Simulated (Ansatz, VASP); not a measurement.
# Two plane-wave programs on ZrSi2

```
Zr Si
1.0
     7.24943    0.00000    0.00000
     0.00000    7.24943    0.00000
     0.00000    0.00000    2.72192
Zr Si
2 4
Direct
  0.00000 0.00000 0.00000
  0.50000 0.50000 0.50000
  0.26450 0.26450 0.00000
  0.23550 0.76450 0.50000
  0.73550 0.73550 0.00000
  0.76450 0.23550 0.50000
```

Alike in both runs: functional PBE; k mesh 6 × 6 × 14; occupations gaussian, width 0.1 eV; no spin polarisation.

Ansatz relaxed the structure, and its values are those at the end. VASP's run is a single point on that final structure, the one shown.

|  | VASP | Ansatz |
| --- | --- | --- |
| version | VASP 6.6.1 | Ansatz 0.2.0 |
| potentials or method | VASP PAW PBE potentials, release 64 (Zr_sv, Si) | scalar-relativistic, plane waves, PAW |
| plane-wave cutoff (eV) | 520 | 420 |
| valence electrons in the cell | 40 | 40 |

```csv
,VASP,Ansatz,Ansatz less VASP
gap on the k mesh at the Fermi level (eV),none,none,-
pressure (GPa),0.0,0.0,-0.02
```

A gap of «none» marks a metal or a gap that the smearing closes.
